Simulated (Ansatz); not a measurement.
## AlNi: course of a relaxation

Theory: DFT PBEsol, scalar-relativistic, plane waves, PAW (Ansatz). (420 eV cutoff, 14×14×14 k-mesh, Gaussian smearing of 0.10 eV, no spin polarisation)

What was changed: relaxed at 1 GPa.

Command:

```bash
ansatz run input.yaml --threads 1 --pin off --max-ram 2560MiB --backend cpu --events-out ev --progress --plain --runs-dir out
```

Input:

```yaml
crystal:
  lattice:
    - [2.8530331086, 0.0, 0.0]
    - [0.0, 2.8530331086, 0.0]
    - [0.0, 0.0, 2.8530331086]
  atoms:
    - { symbol: Al, position: [0.5, 0.5, 0.5] }
    - { symbol: Ni, position: [0.0, 0.0, 0.0] }
basis:
  ecutwfc: 420
kpoints:
  mp_grid: { grid: [14, 14, 14] }
hamiltonian:
  xc: pbesol
scf:
  occupations: { method: gaussian, width: 0.1 }
output:
  forces: true
  stress: true
  eigenvalues: true
relax:
  adjacent_minimum: "off"
  f_tol: 0.008
  max_steps: 50
  cell: { stress_tol: 0.08, p_target: 1.0 }
```

F is the free energy. Steps run on the plane waves of an earlier cell, but the last one, and at times one on the way, on a freshly chosen basis, so a repeated geometry can differ a little in energy. The relaxation lowers the enthalpy F + PV at the target pressure, so F itself can rise.

Steps:

```tsv
step	F − F(1) (eV)	largest force component (eV/Å)	V (Å³/atom)	P (GPa)
1	0.0000	0.000	11.612	1.73
2	-0.0005	0.000	11.639	1.30
3	-0.0008	0.000	11.659	1.00
4	-0.0008	0.000	11.659	1.00
```

Relaxed structure:

```cif
data_structure
_symmetry_space_group_name_H-M 'P 1'
_symmetry_Int_Tables_number 1
_cell_length_a 2.8569
_cell_length_b 2.8569
_cell_length_c 2.8569
_cell_angle_alpha 90.000
_cell_angle_beta 90.000
_cell_angle_gamma 90.000
_cell_volume 23.32
loop_
_atom_site_label
_atom_site_type_symbol
_atom_site_fract_x
_atom_site_fract_y
_atom_site_fract_z
_atom_site_occupancy
Al1 Al 0.50000 0.50000 0.50000 1
Ni1 Ni 0.00000 0.00000 0.00000 1
```

Symmetry: Pm-3m, No. 221, cubic system. Conventional cell: a = 2.857 Å, b = 2.857 Å, c = 2.857 Å, α = 90.00°, β = 90.00°, γ = 90.00°. Around Al (site symmetry m-3m) lie 8 Ni at 2.47 Å. Ni (site symmetry m-3m) is surrounded by 8 Al at 2.47 Å.

The run converged. The run took 18 s on 1 thread of Intel(R) Xeon(R) Platinum 8259CL CPU @ 2.50GHz (Skylake/Cascade Lake), with other jobs on the host, peak memory 0.41 GiB.